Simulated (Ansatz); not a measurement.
**CuO (Cccm)**

These are results of Ansatz 0.2.0, DFT PBEsol, scalar-relativistic, plane waves, PAW, not measurements.

Cutoff 420 eV; k points 14×14×8 on the computed 4-atom cell (Γ-centred); Gaussian smearing, width 0.10 eV; no spin polarisation.

The structure is relaxed at this level of theory with its symmetry kept. This form isn't the usual stable structure of the compound.

It takes space group Cccm (No. 66, orthorhombic). Conventional cell: a = 4.085 Å, b = 4.101 Å, c = 5.092 Å, α = 90.00°, β = 90.00°, γ = 90.00°. Cu (site symmetry 2/m) has 4 O at 1.93 Å as nearest neighbours. O (site symmetry 222) is surrounded by 4 Cu at 1.93 Å.

```
Volume per atom                                                   : 10.66 Å³
Formation energy from the elements' standard states (uncorrected) : -0.611 eV/atom
Kohn–Sham band gap                                                : none (metal)
Density of states at the Fermi level                              : 2.15 states/eV per cell
Löwdin character within 0.5 eV of the Fermi level                 : Cu 3d 51 %, O 2p 44 %
Bulk modulus                                                      : 153 GPa
Its pressure derivative                                           : 3.9
Bader charges (e)                                                 : Cu (2 in the cell) 0.97, O (2 in the cell) -0.97
```

Spin polarisation was left out, and a magnetic state may lie lower.

A ferromagnetic start lost its moments in a first run, so spin was left out; other magnetic orders weren't tried.